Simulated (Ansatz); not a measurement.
A run of Ansatz 0.2.0 is set up as follows.

File input.yaml:

```yaml
crystal:
  lattice:
    - [0.0, 3.15085, 3.15085]
    - [3.15085, 0.0, 3.15085]
    - [3.15085, 3.15085, 0.0]
  atoms:
    - { symbol: Te, position: [0.5, 0.5, 0.5] }
    - { symbol: Sn, position: [0.0, 0.0, 0.0] }
hamiltonian:
  xc: { exchange: rpw86, correlation: pbe }
  pseudopotentials: { kind: paw }
kpoints:
  mp_grid: { grid: [7, 7, 7] }
  band_path:
    path:
      - [[0.0, 0.0, 0.0], [0.5, 0.0, 0.5], [0.5, 0.25, 0.75], [0.375, 0.375, 0.75], [0.0, 0.0, 0.0], [0.5, 0.5, 0.5], [0.625, 0.25, 0.625], [0.5, 0.25, 0.75], [0.5, 0.5, 0.5], [0.375, 0.375, 0.75]]
      - [[0.625, 0.25, 0.625], [0.5, 0.0, 0.5]]
    npoints: 14
scf:
  occupations: { method: fermi_dirac, width: 0.05 }
  n_extra_bands: 6
output:
  forces: true
  stress: true
  eigenvalues: true
  fatbands: false
```

Potentials or basis: Ansatz PAW.

Launch:

```console
$ ansatz run input.yaml --threads 2 --pin off --max-ram 5120MiB --backend cpu --events-out ev --progress --plain --runs-dir out
```

(1) Predict the pressure.

(2) Estimate the band gap along the path.

## Answers

(1) 5.6 GPa.

(2) 0.02 eV, direct.

Caveat: this odd mesh misses L, where the gap lies, so gap, dielectric constants and Born charges aren't listed; spin-orbit coupling is left out, which moves the levels of the heavy elements; the PAW data sets come from PBE, with cores solved anew for the run's functional, which leaves a small shift of forces and pressure.

**Measured values to compare with.**

A printed reference work, textbook reports, for a bulk crystal of SnTe at 300 K: band gap 0.18 eV (direct).

Against the measured gap of SnTe, 0.18 eV (direct; 300 K; a printed reference work, textbook), the calculated 0.02 eV is off by -0.16 eV. Spin-orbit coupling on Sn, Te is left out. The value is that of rPW86-PBE, without temperature or zero-point motion.
